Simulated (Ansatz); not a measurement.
# HgTe: the cost of one run

Computed with Ansatz 0.2.0 (DFT PBEsol, scalar-relativistic, plane waves, PAW, unless a step's input says otherwise).

### Step 1. The structure to begin with

It takes space group F-43m (No. 216, cubic). Conventional cell: a = 6.580 Å, b = 6.580 Å, c = 6.580 Å, α = 90.00°, β = 90.00°, γ = 90.00°. Hg (site symmetry -43m) is surrounded by 4 Te at 2.85 Å. Te (site symmetry -43m) has 4 Hg at 2.85 Å as nearest neighbours.

Coordinates:

```
CELL_PARAMETERS angstrom
0.00000 3.28998 3.28998
3.28998 0.00000 3.28998
3.28998 3.28998 0.00000
ATOMIC_POSITIONS crystal
Hg 0.00000 0.00000 0.00000
Te 0.25000 0.25000 0.25000
```

Source of the structure: the Materials Project (structure only).

(A quick probe on a coarse mesh, which set the mesh and smearing, is not shown.)

### Step 3. Full relaxation

Contents of input.yaml:

```yaml
crystal:
  lattice:
    - [0.0, 3.2899842045, 3.2899842045]
    - [3.2899842045, 0.0, 3.2899842045]
    - [3.2899842045, 3.2899842045, 0.0]
  atoms:
    - { symbol: Hg, position: [0.0, 0.0, 0.0] }
    - { symbol: Te, position: [0.25, 0.25, 0.25] }
basis:
  ecutwfc: 420
kpoints:
  mp_grid: { grid: [12, 12, 12] }
hamiltonian:
  xc: pbesol
scf:
  occupations: { method: gaussian, width: 0.1 }
output:
  forces: true
  stress: true
  eigenvalues: true
relax:
  adjacent_minimum: "off"
  f_tol: 0.005
  max_steps: 80
  cell: { stress_tol: 0.05 }
```

Command:

```sh
> ansatz run input.yaml --threads 1 --pin off --max-ram 2560MiB --backend cpu --events-out ev --progress --plain --runs-dir out
```

Q: Estimate wall time and peak memory on 1 thread of Arm Neoverse V2, shared host.

About 47 s, with a peak of 0.43 GiB.
